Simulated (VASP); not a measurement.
Write the native input for VASP 6.6.1 that does the following.

| Quantity | Value |
| --- | --- |
| Task | relaxation of cell and atoms |
| Functional | PBE |
| Potentials or basis | VASP PAW PBE potentials, release 64 (Pb_d, O) |
| Cutoff | 520 eV |
| k mesh | 9 × 9 × 9 |
| Occupations | gaussian, width 0.1 eV |
| Spin | no spin polarisation |
| Further INCAR settings | ALGO = Normal; EDIFF = 1e-06; IBRION = 2; EDIFFG = -0.01; NSW = 90; ISIF = 3 |

The structure of PbO2 lies in POSCAR:

```
PbO2
1.0
    0.0000000000      2.5700000000      2.5700000000
    2.5700000000      0.0000000000      2.5700000000
    2.5700000000      2.5700000000      0.0000000000
Pb O
1 2
Direct
    0.0000000000      0.0000000000      0.0000000000
    0.2500000000      0.2500000000      0.2500000000
    0.7500000000      0.7500000000      0.7500000000
```

One way to write it, as run:

INCAR

```
ALGO = Normal ; EDIFF = 1E-6
EDIFFG = -0.01 ; ENCUT = 520
GGA = PE ; IBRION = 2
ISIF = 3 ; ISMEAR = 0
LASPH = True ; LCHARG = False
LREAL = False ; LWAVE = False
NELM = 120 ; NSW = 90
PREC = Accurate ; SIGMA = 0.1
```

KPOINTS

```
k-points
0
Gamma
  9 9 9
```

Potentials or basis: VASP PAW PBE potentials, release 64 (Pb_d, O).

Launch:

```console
$ cat potpaw_PBE.64/Pb_d/POTCAR potpaw_PBE.64/O/POTCAR > POTCAR
$ mpirun -np 1 vasp_std > vasp.out
```

Results of the run:

* Relaxed volume: 13.15 Å³/atom
* Relaxed cell: a = 3.821 Å, b = 3.821 Å, c = 3.821 Å, α = 60.00°, β = 60.00°, γ = 60.00°
* Space group after relaxing (to 0.05 Å): Fm-3m (No. 225)
* Energy gained by relaxing: 149.8 meV/atom
* Ionic steps: 4
* Pressure after relaxing: 0.1 GPa
* Band gap on the k mesh: none (metal or under the smearing width)

Caveat: the volume moved by over 15 % at a fixed basis, so the end points are rough; the volume moved by +16 % from the deposited cell, more than functionals usually miss.

Run time: 29 s on 1 thread of Intel(R) Xeon(R) 6975P-C (Granite Rapids), on a shared host, peak memory 0.17 GiB.
